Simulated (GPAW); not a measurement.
Crystal: InP.

```
CELL_PARAMETERS angstrom
0.00000 2.93050 2.93050
2.93050 0.00000 2.93050
2.93050 2.93050 0.00000
ATOMIC_POSITIONS crystal
In 0.00000 0.00000 0.00000
P 0.75000 0.75000 0.75000
```

| Quantity | Value |
| --- | --- |
| Program | GPAW 26.7.0 |
| Task | relaxation of cell and atoms |
| Functional | BLYP |
| Dispersion | D4 |
| Potentials or basis | PAW data sets generated in the run's folder for this functional |
| Cutoff | 600 eV |
| Basis | pw |
| k mesh | 8 × 8 × 8 |
| Occupations | fermi-dirac, width 0.05 eV |
| Spin | no spin polarisation |

At the start: pressure 1.9 GPa; volume 25.17 Å³/atom.

Question: Where does the relaxation end?

Answer: Over 3 steps the energy falls by 4.5 meV/atom and the volume is 25.90 Å³/atom (+2.9 %); space group F-43m (No. 216, to 0.05 Å).

The path:
```
step  energy change (eV)  largest force (eV/Å)  pressure (GPa)  volume (Å³)
   1              0.0000                0.0000            1.92        50.33
   2             -0.0035                0.0000            1.48        50.66
   3             -0.0091                0.0000            0.06        51.79
```

Final structure:
```xyz
2
Lattice="0.0000 2.9585 2.9585 2.9585 0.0000 2.9585 2.9585 2.9585 0.0000" Properties=species:S:1:pos:R:3 pbc="T T T"
In    0.0000    0.0000    0.0000
P     4.4378    4.4378    4.4378
```

Caveat: later steps reuse the first step's grids.
